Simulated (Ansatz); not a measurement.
# The honeycomb BAs bilayer (AB) under a gate, part 2 of 4

Aim: charge, voltage and capacitance of the honeycomb BAs bilayer (AB) in a field-effect set-up.

Ansatz 0.2.0; plane-wave DFT, PBE-D3(BJ), Ansatz PAW.

So far. Step 2 (Relaxation): The lattice constant a goes from 3.390 to 3.371 Å.

**3. Gated layer, added electrons 0, start network**

The slab is cut off from its images along the normal. A charged sheet stands for each gate, the layer takes the opposite charge, and a barrier ahead of the sheet keeps electrons from leaking to it. The uncharged case sets the zero; a dense mesh is needed because few carriers fill a small part of the zone.

The cell differs from the one that the last finished run ended in (c 37.000 → 36.666 Å).

Input file input.yaml:

```yaml
crystal:
  lattice:
    - [3.3712284361, 0.0, 0.0]
    - [-1.685614218, 2.9195694676, 0.0]
    - [0.0, 0.0, 36.6659100833]
  atoms:
    - { symbol: As, position: [0.6666666667, 0.3333333333, 0.4513761358] }
    - { symbol: B, position: [0.3333333333, 0.6666666667, 0.4500092855] }
    - { symbol: As, position: [0.0, 0.0, 0.5499907145] }
    - { symbol: B, position: [0.6666666667, 0.3333333333, 0.5486751244] }
  periodic: [true, true, false]
  symmetry: { detect: true }
kpoints:
  mp_grid: { grid: [84, 84, 1] }
  band_path:
    path: [[0, 0, 0], [0.5, 0, 0], [0.33333333, 0.33333333, 0], [0, 0, 0]]
    npoints: 16
hamiltonian:
  xc: pbe
  dispersion: d3bj
scf:
  occupations: { method: fermi_dirac, width: 0.02585 }
  convergence: { dr2_threshold: 1.0e-10 }
output:
  forces: true
  eigenvalues: true
  dos: { projected: true, e_range: [-3, 3], de: 0.01 }
  write_potential: true
  write_density: true
  volumetric_format: npy
  elf: true
external_charges:
  - { charge: 0, barrier: 10, axis: 3, height: 23.666, sigma: 0.25 }
```

On the command line:

```sh
$ ansatz run input.yaml --threads 4 --pin off --max-ram 16384MiB --backend cpu --events-out ev --progress --plain --runs-dir out
```

Numbers of over 12 decimals in the logs are rounded to 6 here.

Log:

```text
[...]
Crystal: 4 atoms, lattice volume = 360.886 Å³
Basis set: ecut = 420 eV, 7131 PW (Γ), exchange–correlation on 48×48×500 points (8 copies of the dense FFT grid, shifted against one another)
Bands: 22, of which v1, the nominal top of the filled ones, is band 18 counted from 1 (17 counted from 0)
Symmetry: 6 space group operations
[...]
k-points: 631 of 7056 (time reversal used)
[...]
SCF iter   1: F=—  HF=-10023.401635 eV  |F-HF|=—  |Δ(HF+E_count)|=         —  Δρ=1.46e-3  dr2=1.30e-2  ethr=1.77e-3  ⟨swp⟩=13.6  Hψ=107170  notcnv=0
[...]
SCF iter  10: F=-10023.399179 eV  HF=-10023.399179 eV  |F-HF|=1.22e-9  |Δ(HF+E_count)|=   1.61e-8  Δρ=1.47e-7  dr2=7.77e-11  ethr=1.00e-12  ⟨swp⟩=13.4  Hψ=129981  notcnv=0
SCF 1 converged in 10 iterations: F = -10023.399179 eV  dr2 = 7.77e-11
  Residual-converged pass: ⟨swp⟩=1.1  Hψ=16478  notcnv=0  max |occ|·‖R‖ = 7.1e-9 eV (tolerance 1.0e-8 eV)  dr2=7.77e-11  dr2_onsite=1.48e-11  max |Δocc| = 6.1e-14
[...]
NSCF: frozen V_eff on 49 k-points
WARN: The output density's exchange-correlation potential varies sharply where the density is thin. Do not read a vacuum level from v_tot or v_xc, or from such a field of the output density. On a cell that repeats whose density bears no net charge and no dipole along the vacuum's axis use v_es (v_loc + v_h of the components); under efield.dipole_correction with no amplitude use v_es + v_field, which holds any externa [...]
SCF converged after 10 iterations
Free energy (F): -10023.399179 eV
[...]
Internal energy: -10023.399179 eV  (E = F + TS)
E sigma→0 (E₀):  -10023.399179 eV
Entropy (-TS):   -0.000000 eV (-0.000 meV/atom)
Fermi energy:    -4.570445 eV
[...]
--- Forces (eV/Å), atoms and charges each counted from 1 ---
  atom   1  As     0.00000000     0.00000000    -0.00085715
  atom   2  B      0.00000000    -0.00000000     0.00037803
  atom   3  As     0.00000000     0.00000000    -0.00785082
  atom   4  B      0.00000000    -0.00000000    -0.00279312
  external charge   1     0.00000000     0.00000000     0.01112417
  max |Σ_I F_I| component, the external charges' with the atoms': 1.11e-6 eV/Å
--- Band table (eV; the first three rows and the last of 631) ---
  k-point 0: bands = [... 14 lower, -6.4967, -6.4967, -6.3665, -6.3665, -1.1921, -1.0481, -0.8929, -0.1369]
  k-point 1: bands = [... 14 lower, -6.5114, -6.5015, -6.3809, -6.3711, -1.1857, -1.0439, -0.8875, -0.1344]
  k-point 2: bands = [... 14 lower, -6.5550, -6.5158, -6.4235, -6.3847, -1.1676, -1.0316, -0.8720, -0.1258]
  k-point 630: bands = [... 14 lower, -11.0104, -10.8810, -5.3510, -4.9207, -4.2654, -3.7444, 1.2246, 1.6358]
```

Run time: 3.1 min. Hardware: 4 threads of Arm Neoverse V1, shared host; peak memory 3.6 GiB; 12 min of CPU time.

The column dr2 measures how far the density is from self-consistency, as an energy; F and HF (Harris–Foulkes) agree once it is small.

Numbers from this step:

```
gap along the path                                                                  : 0.6355 eV
smallest direct gap along the path                                                  : 0.6552 eV
gap, the smaller of path and mesh                                                   : 0.6355 eV
potential beyond the upper barrier and gate, less the barrier, from the Fermi level : 4.600 eV
```

Running mean over a fixed 2.8 Å (it still follows the layers) of the planar mean; beyond a gate it holds the 10 eV model barrier. Table of electron's electrostatic potential energy less the Fermi level by z:

```tsv
z (Å)	electron's electrostatic potential energy less the Fermi level (eV)
4	4.54
5	4.54
6	4.54
7	4.54
8	4.54
9	4.54
10	4.54
11	4.54
12	4.54
13	4.52
14	4.21
15	0.839
16	-3.50
17	-3.68
18	-0.332
19	-1.51
20	-3.82
21	-2.43
22	2.65
23	7.09
24	10.8
25	14.1
26	14.6
27	14.6
28	14.6
29	14.6
30	14.6
31	14.6
32	14.6
33	14.6
```

The density of states has structure finer than the step of the table below, so its rows give means over 0.2 eV, whole bins alone (the curve runs from -3 to 2.29 eV). Peaks (eV: height): -2.83: 2.14, -1.18: 3.01, -0.35: 1.17, 1.05: 5.74.

The density of states by energy, zero at the Fermi level of the run, which the smearing sets inside the gap; means over each step:

```tsv
energy (eV)	density of states (states/eV a cell)
-2.8	1.93
-2.6	1.85
-2.4	1.81
-2.2	1.81
-2.0	1.83
-1.8	1.55
-1.6	1.12
-1.4	1.08
-1.2	1.65
-1.0	1.11
-0.8	0.700
-0.6	0.476
-0.4	0.460
-0.2	0
0.0	0
0.2	0.00589
0.4	0.256
0.6	0.313
0.8	0.553
1.0	1.86
1.2	1.34
1.4	1.37
1.6	1.07
1.8	0.963
2.0	1.02
```

Projected DOS per atom over height of the atomic layer and energy from the Fermi level. Layers: BAs BAs from below.

Ten even steps from '_' (0.000 states/eV) to '@' (0.479 states/eV), each cell a mean:
```
##++
====
==++
++**
**##
@@##
::..
::__
____
____
____
..--
::--
==++
##%%
++++
****
%%@@
@@@@
@@@@
@@@@
@@@@
```
Columns: height of the atomic layer (Å) from 16.5 to 20.1; rows upwards: energy from the Fermi level (eV) from -2.98 to 2.27.

The electronic bands at the labelled points (eV, zero at the Fermi level of the run, which the smearing sets inside the gap):

```tsv
point	band 15	band 16	band 17	band 18	band 19	band 20	band 21	band 22
Γ	-1.93	-1.93	-1.80	-1.80	3.38	3.52	3.68	4.43
halfway	-4.01	-3.19	-3.03	-2.64	2.74	3.03	3.99	4.59
M	-4.03	-3.86	-1.84	-1.18	1.05	1.31	2.06	2.37
halfway	-5.33	-5.16	-1.51	-0.86	0.99	1.12	3.99	4.31
K	-6.44	-6.31	-0.78	-0.35	0.30	0.83	5.79	6.21
halfway	-4.08	-3.94	-3.68	-2.34	3.42	4.06	4.30	4.47
Γ	-1.93	-1.93	-1.80	-1.80	3.38	3.52	3.68	4.43
```

The electronic bands as a text plot (rows in eV, shown from -8.3 to 2.4 only):

```
    2.1 |             +++++++++                + ++
    1.7 |               + ++                 ++ +
    1.3 |                ++++++++++++       +  +
    0.8 |                         ++++++++++ ++
    0.4 |                              ++++++
   -0.1 |
   -0.5 |                            **********
   -1.0 |                   ********* ******   *
   -1.4 |               ****      ****      *   *
   -1.9 |****         **    ******           **  ***         ****
   -2.3 |  *****    **   ***                   *    **    *****
   -2.8 |   *  *****    *                       *     *******
   -3.2 |    ***********                         ***   ******
   -3.6 |****  *    **********                      ***   ** ****
   -4.1 |       ****     ********                   ******
   -4.5 |    ****               **               ***   *****
   -5.0 |****    **               **            ***   *     *****
   -5.4 |          *               **          **     *
   -5.9 |           *                **     ***     **
   -6.3 |           **                *******      *
   -6.8 |            ***                         **
   -7.2 |             **                        *
   -7.7 |               **                     *
   -8.1 |                ***        ***********
         Γ                   M           K                      Γ
```

Electrostatic potential energy in the ca plane at fractional y = 0.333, with atoms of As and B within 0.2 Å of it. With pseudopotentials it is smooth inside the atoms' cores, unlike the true potential.

Ten even steps from '0' (-23 eV) to '9' (10 eV), each cell a mean:
```
77777777777777777666410135666653345667777799
77777777777777777665125304666530014667777799
77777777777777777664069703666510003667777799
77777777777777777664048504666520003667777799
77777777777777777665211125666642135667777799
77777777777777777666532356666654345667777799
77777777777777777766554556666653235667777799
77777777777777777766654566666653235667777799
77777777777777777766544456666654345667777799
```
Columns run along c (16.0 Å, from fractional 0.23 to 0.67 of the cell; values clipped at the 3rd and 97th percentile), rows up along a (3.4 Å). Atoms in or near the plane, at fractional coordinates: As at (0.45, 0.67), B at (0.55, 0.67).

ELF in the ca plane at fractional y = 0.333, with atoms of As and B within 0.2 Å of it. It is the smooth field of the valence electrons, not physical close to the nuclei.

Ten even steps from '0' (0.00) to '9' (0.78), each cell a mean:
```
00000000000000001357888887302689998531000000
00000000000000002478754578412676577531000000
00000000000000013588732378512551025531000000
00000000000000012578742478512563246531000000
00000000000000001468876787312689898531000000
00000000000000000246888886202589997531000000
00000000000000000124677753102567776542000000
00000000000000000023566642002566666542000000
00000000000000000135788874102578887531000000
```
Columns run along c (16.0 Å, from fractional 0.23 to 0.67 of the cell), rows up along a (3.4 Å). Atoms in or near the plane, at fractional coordinates: As at (0.45, 0.67), B at (0.55, 0.67).

Valence density in the ca plane at fractional y = 0.333, with atoms of As and B within 0.2 Å of it. It is the smooth field of the valence electrons, not physical close to the nuclei.

Values in e/Å³, 5 rows by 16 columns, each cell a mean:
```
 0  0  0  0  0  0  0  1  2  0  0  1  0  0  0  0
 0  0  0  0  0  0  0  4 13  0  0  0  0  0  0  0
 0  0  0  0  0  0  0  1  2  0  0  1  0  0  0  0
 0  0  0  0  0  0  0  0  0  0  0  0  0  0  0  0
 0  0  0  0  0  0  0  0  0  0  0  0  0  0  0  0
```
Columns run along c (16.0 Å, from fractional 0.23 to 0.67 of the cell), rows up along a (3.4 Å). Atoms in or near the plane, at fractional coordinates: As at (0.45, 0.67), B at (0.55, 0.67).

The gap, the smaller of path and mesh, is 0.636 eV.

**4. Gated layer, added electrons 1×10¹³ per cm²**

input.yaml, as its differences from that of step 3:

```diff
@@ -12,2 +12,3 @@
   symmetry: { detect: true }
+total_charge: -0.009843
 kpoints:
@@ -26,3 +27,2 @@
   eigenvalues: true
-  dos: { projected: true, e_range: [-3, 3], de: 0.01 }
   write_potential: true
@@ -30,4 +30,4 @@
   volumetric_format: npy
-  elf: true
 external_charges:
   - { charge: 0, barrier: 10, axis: 3, height: 23.666, sigma: 0.25 }
+  - { charge: 0.009843, axis: 3, height: 25.166, sigma: 0.5 }
```

Log:

```text
[...]
Crystal: 4 atoms, lattice volume = 360.886 Å³
Basis set: ecut = 420 eV, 7131 PW (Γ), exchange–correlation on 48×48×500 points (8 copies of the dense FFT grid, shifted against one another)
Bands: 23, of which v1, the nominal top of the filled ones, is band 18 counted from 1 (17 counted from 0)
Symmetry: 6 space group operations
[...]
k-points: 631 of 7056 (time reversal used)
[...]
SCF iter   1: F=—  HF=-10024.748061 eV  |F-HF|=—  |Δ(HF+E_count)|=         —  Δρ=3.05e-2  dr2=4.55e0  ethr=3.10e-3  ⟨swp⟩=14.8  Hψ=115022  notcnv=0
[...]
SCF iter  13: F=-10023.438138 eV  HF=-10023.438138 eV  |F-HF|=2.62e-10  |Δ(HF+E_count)|=   2.90e-9  Δρ=3.90e-8  dr2=4.22e-12  ethr=1.00e-12  ⟨swp⟩=9.2  Hψ=91173  notcnv=0
SCF 1 converged in 13 iterations: F = -10023.438138 eV  dr2 = 4.22e-12
[...]
SCF converged after 13 iterations
an eigenvalue changed by more than its tolerance at an iteration that met the thresholds in force, so the SCF went on 1 time: the last check found none over its tolerance
Free energy (F): -10023.438138 eV
[...]
Internal energy: -10023.437678 eV  (E = F + TS)
E sigma→0 (E₀):  -10023.437908 eV
Entropy (-TS):   -0.000460 eV (-0.115 meV/atom)
Fermi energy:    -3.873660 eV
[...]
--- Forces (eV/Å), atoms and charges each counted from 1 ---
  atom   1  As     0.00000000     0.00000000    -0.00214272
  atom   2  B     -0.00000000    -0.00000000     0.00567233
  atom   3  As     0.00000000     0.00000000    -0.00999393
  atom   4  B     -0.00000000    -0.00000000    -0.00486180
  external charge   1     0.00000000     0.00000000     0.01221572
  external charge   2     0.00000000     0.00000000    -0.00089001
  max |Σ_I F_I| component, the external charges' with the atoms': 4.16e-7 eV/Å
--- Band table (eV; the first three rows and the last of 631) ---
  k-point 0: bands = [... 14 lower, -6.1310, -6.1310, -6.0727, -6.0727, -0.8393, -0.7490, -0.5567, 0.2075, ... 1 higher]
  k-point 1: bands = [... 14 lower, -6.1459, -6.1360, -6.0869, -6.0771, -0.8326, -0.7447, -0.5515, 0.2088, ... 1 higher]
  k-point 2: bands = [... 14 lower, -6.1901, -6.1506, -6.1290, -6.0904, -0.8140, -0.7322, -0.5368, 0.2126, ... 1 higher]
  k-point 630: bands = [... 14 lower, -10.6365, -10.5978, -5.0053, -4.6429, -3.8937, -3.4444, 1.5477, 1.8971, ... 1 higher]
```

Run time: 3.9 min. Hardware: 4 threads; peak memory 3.7 GiB.

Numbers from this step:

| Property | Result |
| --- | --- |
| energy at zero smearing | -10023.4379 eV |
| potential beyond the upper barrier and gate, less the barrier, from the Fermi level | 3.529 eV |

The electronic bands at the labelled points (eV, zero at the Fermi level):

```tsv
point	band 15	band 16	band 17	band 18	band 19	band 20	band 21	band 22
Γ	-2.26	-2.26	-2.20	-2.20	3.03	3.12	3.32	4.08
halfway	-4.38	-3.53	-3.42	-3.02	2.39	2.64	3.61	4.23
M	-4.37	-4.25	-2.21	-1.56	0.69	0.93	1.70	1.99
halfway	-5.68	-5.55	-1.88	-1.24	0.66	0.70	3.63	3.93
K	-6.76	-6.72	-1.13	-0.77	-0.02	0.43	5.42	5.77
halfway	-4.42	-4.34	-4.05	-2.71	3.05	3.70	3.91	4.10
Γ	-2.26	-2.26	-2.20	-2.20	3.03	3.12	3.32	4.08
```

Against the uncharged case this takes +1.07 V.

**5. Gated layer, added electrons 3×10¹³ per cm²**

input.yaml, as its differences from that of step 4:

```diff
@@ -12,3 +12,3 @@
   symmetry: { detect: true }
-total_charge: -0.009843
+total_charge: -0.029528
 kpoints:
@@ -32,2 +32,2 @@
   - { charge: 0, barrier: 10, axis: 3, height: 23.666, sigma: 0.25 }
-  - { charge: 0.009843, axis: 3, height: 25.166, sigma: 0.5 }
+  - { charge: 0.029528, axis: 3, height: 25.166, sigma: 0.5 }
```

Log:

```text
[...]
Crystal: 4 atoms, lattice volume = 360.886 Å³
Basis set: ecut = 420 eV, 7131 PW (Γ), exchange–correlation on 48×48×500 points (8 copies of the dense FFT grid, shifted against one another)
Bands: 23, of which v1, the nominal top of the filled ones, is band 18 counted from 1 (17 counted from 0)
Symmetry: 6 space group operations
[...]
k-points: 631 of 7056 (time reversal used)
[...]
--- Band table (eV; the first three rows and the last of 631) ---
  k-point 0: bands = [... 14 lower, -5.5120, -5.5120, -5.3828, -5.3828, -0.1941, -0.1569, 0.1114, 0.6946, ... 1 higher]
  k-point 1: bands = [... 14 lower, -5.5266, -5.5167, -5.3972, -5.3874, -0.1872, -0.1533, 0.1170, 0.6966, ... 1 higher]
  k-point 2: bands = [... 14 lower, -5.5702, -5.5310, -5.4400, -5.4010, -0.1684, -0.1422, 0.1328, 0.7025, ... 1 higher]
  k-point 630: bands = [... 14 lower, -10.0184, -9.9117, -4.3301, -4.0778, -3.1720, -2.8365, 2.1804, 2.4204, ... 1 higher]
[key lines of the parts left out:]
SCF converged after 13 iterations
Free energy (F): -10023.494824 eV
Fermi energy:    -3.112212 eV
```

Elapsed: 3.9 min, on 4 threads; peak memory 3.7 GiB; 16 min of CPU time.

The electronic bands at the labelled points (eV, zero at the Fermi level):

```tsv
point	band 15	band 16	band 17	band 18	band 19	band 20	band 21	band 22
Γ	-2.40	-2.40	-2.27	-2.27	2.92	2.96	3.22	3.81
halfway	-4.50	-3.66	-3.50	-3.14	2.27	2.54	3.47	4.09
M	-4.50	-4.34	-2.34	-1.67	0.55	0.83	1.57	1.89
halfway	-5.81	-5.64	-2.01	-1.36	0.52	0.61	3.50	3.84
K	-6.91	-6.80	-1.22	-0.97	-0.06	0.28	5.29	5.53
halfway	-4.55	-4.42	-4.18	-2.84	2.92	3.61	3.75	4.03
Γ	-2.40	-2.40	-2.27	-2.27	2.92	2.96	3.22	3.81
```

Against the uncharged case this takes +2.56 V.

**6. Gated layer, added electrons 6×10¹³ per cm²**

input.yaml, as its differences from that of step 5:

```diff
@@ -12,3 +12,3 @@
   symmetry: { detect: true }
-total_charge: -0.029528
+total_charge: -0.059055
 kpoints:
@@ -32,2 +32,2 @@
   - { charge: 0, barrier: 10, axis: 3, height: 23.666, sigma: 0.25 }
-  - { charge: 0.029528, axis: 3, height: 25.166, sigma: 0.5 }
+  - { charge: 0.059055, axis: 3, height: 25.166, sigma: 0.5 }
```

Log:

```text
[...]
Crystal: 4 atoms, lattice volume = 360.886 Å³
Basis set: ecut = 420 eV, 7131 PW (Γ), exchange–correlation on 48×48×500 points (8 copies of the dense FFT grid, shifted against one another)
Bands: 23, of which v1, the nominal top of the filled ones, is band 18 counted from 1 (17 counted from 0)
Symmetry: 6 space group operations
[...]
k-points: 631 of 7056 (time reversal used)
[...]
--- Band table (eV; the first three rows and the last of 631) ---
  k-point 0: bands = [... 14 lower, -4.6071, -4.6071, -4.3532, -4.3532, 0.5796, 0.7437, 1.0850, 1.4900, ... 1 higher]
  k-point 1: bands = [... 14 lower, -4.6217, -4.6118, -4.3676, -4.3578, 0.5824, 0.7507, 1.0914, 1.4923, ... 1 higher]
  k-point 2: bands = [... 14 lower, -4.6651, -4.6259, -4.4106, -4.3716, 0.5905, 0.7705, 1.1091, 1.4991, ... 1 higher]
  k-point 630: bands = [... 14 lower, -9.1206, -8.8819, -3.3518, -3.2087, -2.1448, -1.9144, 3.1063, 3.2069, ... 1 higher]
[key lines of the parts left out:]
SCF converged after 12 iterations
Free energy (F): -10023.530972 eV
Fermi energy:    -2.063635 eV
```

Elapsed: 3.8 min, on 4 threads; peak memory 3.7 GiB.

Against the uncharged case this takes +4.63 V.

**7. Gated layer, added electrons 10×10¹³ per cm²**

input.yaml, as its differences from that of step 6:

```diff
@@ -12,3 +12,3 @@
   symmetry: { detect: true }
-total_charge: -0.059055
+total_charge: -0.098425
 kpoints:
@@ -32,2 +32,2 @@
   - { charge: 0, barrier: 10, axis: 3, height: 23.666, sigma: 0.25 }
-  - { charge: 0.059055, axis: 3, height: 25.166, sigma: 0.5 }
+  - { charge: 0.098425, axis: 3, height: 25.166, sigma: 0.5 }
```

Log:

```text
[...]
Crystal: 4 atoms, lattice volume = 360.886 Å³
Basis set: ecut = 420 eV, 7131 PW (Γ), exchange–correlation on 48×48×500 points (8 copies of the dense FFT grid, shifted against one another)
Bands: 23, of which v1, the nominal top of the filled ones, is band 18 counted from 1 (17 counted from 0)
Symmetry: 6 space group operations
[...]
k-points: 631 of 7056 (time reversal used)
[...]
--- Band table (eV; the first three rows and the last of 631) ---
  k-point 0: bands = [... 14 lower, -3.3899, -3.3899, -3.0541, -3.0541, 1.3167, 1.9530, 2.3487, 2.6574, ... 1 higher]
  k-point 1: bands = [... 14 lower, -3.4046, -3.3946, -3.0686, -3.0588, 1.3190, 1.9603, 2.3551, 2.6599, ... 1 higher]
  k-point 2: bands = [... 14 lower, -3.4480, -3.4087, -3.1117, -3.0726, 1.3260, 1.9809, 2.3732, 2.6672, ... 1 higher]
  k-point 630: bands = [... 14 lower, -7.9112, -7.5840, -2.0943, -2.0437, -0.8488, -0.6955, 4.2296, 4.3021, ... 1 higher]
[key lines of the parts left out:]
SCF converged after 12 iterations
Free energy (F): -10023.493834 eV
Fermi energy:    -0.746975 eV
```

Wall time 3.2 min (4 threads); peak memory 3.7 GiB; 13 min of CPU time.

Running mean over a fixed 2.8 Å (it still follows the layers) of the planar mean; beyond a gate it holds the 10 eV model barrier. The electron's electrostatic potential energy less the Fermi level by z:

```tsv
z (Å)	electron's electrostatic potential energy less the Fermi level (eV)
4	4.14
5	4.14
6	4.14
7	4.14
8	4.14
9	4.14
10	4.14
11	4.14
12	4.14
13	4.12
14	3.82
15	0.448
16	-3.89
17	-4.11
18	-0.879
19	-2.21
20	-4.65
21	-3.59
22	0.655
23	3.68
24	5.73
25	7.74
26	7.53
27	7.36
28	7.35
29	7.35
30	7.35
31	7.35
32	7.35
33	7.35
```

Against the uncharged case this takes +7.25 V.

[end of part 2 of 4]

[Logs are printed without paths, hosts, clocks, repeated set-up lines and the standing remarks that a program may print on its own settings, such as how far it seeks lower states.]

[Hosts, paths, dates, database ids (printed as entryN), source tags and the programs' standing remarks are cut or masked in the printed files.]

[Maps of the electrostatic potential energy from Ansatz leave out the sawtooth potential of an applied field or a dipole correction, so their vacuum need not be flat; planar profiles and work functions include it.]

[The density of states shown here was stored with 400 of the rows of the run's finer table, so its peaks can read low, often by over a quarter, or be missed, and its means over a window can be off by a tenth or more.]
